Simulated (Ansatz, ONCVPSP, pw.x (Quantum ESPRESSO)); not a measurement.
**pw.x on fcc Ba: one setting changed**

Potential: optimised norm-conserving Vanderbilt (ONCV), ONCVPSP 4.0.1, PBE; core [Kr] 4d10, reference 5s2 5p6 6s1.5 6p0.5; waves: 5s+6s: rc 2.90 bohr, ncon 3, nbas 7, qcut 5 1/bohr, 2 projectors; 5p+6p: rc 3.55 bohr, ncon 3, nbas 7, qcut 4.2 1/bohr, 2 projectors; d scattering state at 0.09 Ha: rc 3.50 bohr, ncon 3, nbas 8, qcut 3.1 1/bohr, 2 projectors, debl 1 Ha; local part: polynomial inside 2.60 bohr (lpopt 1, dvloc0 2 Ha); core correction: Teter function, fcfact 2.25, rcfact 1.15. In the d channel the program set the typed energies aside and used -0.090, 0.910 Ha.

The reference run (k-mesh 9³, cutoffs 50/200 Ry, Fermi–Dirac 0.01 Ry, mixing_beta 0.4, conv_thr 1e-9, no spin) gives 0.02 GPa at 64.378 Å³/atom, where all-electron LAPW gives 0.00 GPa. This run, with its own iteration cap, changes k-mesh points per axis to 3.

```
&control
  calculation='scf', prefix='x', pseudo_dir='./', outdir='./tmp', tstress=.true., disk_io='none'
/
&system
  ibrav=0, nat=1, ntyp=1, ecutwfc=50, ecutrho=200, nbnd=12,
  occupations='smearing', smearing='fd', degauss=0.01
/
&electrons
  conv_thr=1e-09, mixing_beta=0.4, electron_maxstep=60
/
ATOMIC_SPECIES
Ba 1.0 Ba.UPF
CELL_PARAMETERS angstrom
  0.00000000 3.18104023 3.18104023
  3.18104023 0.00000000 3.18104023
  3.18104023 3.18104023 0.00000000
ATOMIC_POSITIONS crystal
Ba 0.0000 0.0000 0.0000
K_POINTS automatic
3 3 3 0 0 0
```

```bash
pw.x < Ba.scf.in > Ba.scf.out
```

Task: How does the run end?

Result: It converges in 7 iterations; the free energy moves by +69.0 meV/atom and the pressure by -0.36 GPa.

```
Message from routine setup:
     using ibrav=0 with symmetry is DISCOURAGED, use correct ibrav instead
     lattice parameter (alat)  =       8.5013  a.u.
     unit-cell volume          =     434.4443 (a.u.)^3
     number of electrons       =        10.00
     number of Kohn-Sham states=           12
     kinetic-energy cutoff     =      50.0000  Ry
     charge density cutoff     =     200.0000  Ry
     scf convergence threshold =      1.0E-09
     Exchange-correlation= PBE
     number of k points=     4  Fermi-Dirac smearing, width (Ry)=  0.0100
     iteration #  1     ecut=    50.00 Ry     beta= 0.40
     total energy              =     -53.25734812 Ry
     estimated scf accuracy    <       0.00260535 Ry
     iteration #  2     ecut=    50.00 Ry     beta= 0.40
     total energy              =     -53.25738309 Ry
     estimated scf accuracy    <       0.00043817 Ry
     iteration #  3     ecut=    50.00 Ry     beta= 0.40
     total energy              =     -53.25744840 Ry
     estimated scf accuracy    <       0.00002150 Ry
     iteration #  4     ecut=    50.00 Ry     beta= 0.40
     total energy              =     -53.25745024 Ry
     estimated scf accuracy    <       0.00000051 Ry
     iteration #  5     ecut=    50.00 Ry     beta= 0.40
     total energy              =     -53.25745030 Ry
     estimated scf accuracy    <       0.00000013 Ry
     iteration #  6     ecut=    50.00 Ry     beta= 0.40
     total energy              =     -53.25745031 Ry
     estimated scf accuracy    <          7.9E-09 Ry
     iteration #  7     ecut=    50.00 Ry     beta= 0.40
     the Fermi energy is     5.6786 ev
!    total energy              =     -53.25745031 Ry
     estimated scf accuracy    <          7.7E-11 Ry
     smearing contrib. (-TS)   =      -0.01451095 Ry
     The total energy is F=E-TS. E is the sum of the following terms:
     one-electron contribution =     -15.34841198 Ry
     hartree contribution      =       9.40673553 Ry
     xc contribution           =      -9.16586769 Ry
     ewald contribution        =     -38.13539522 Ry
     convergence has been achieved in   7 iterations
          total   stress  (Ry/bohr**3)                   (kbar)     P=       -3.31
     Message from routine punch:
     Nothing written, as per user request (disk_io='none')
```

The run took about 3.3 s on one core of a shared host (Intel(R) Xeon(R) Platinum 8375C CPU @ 2.90GHz, 64 threads, 248 GiB, load 33).
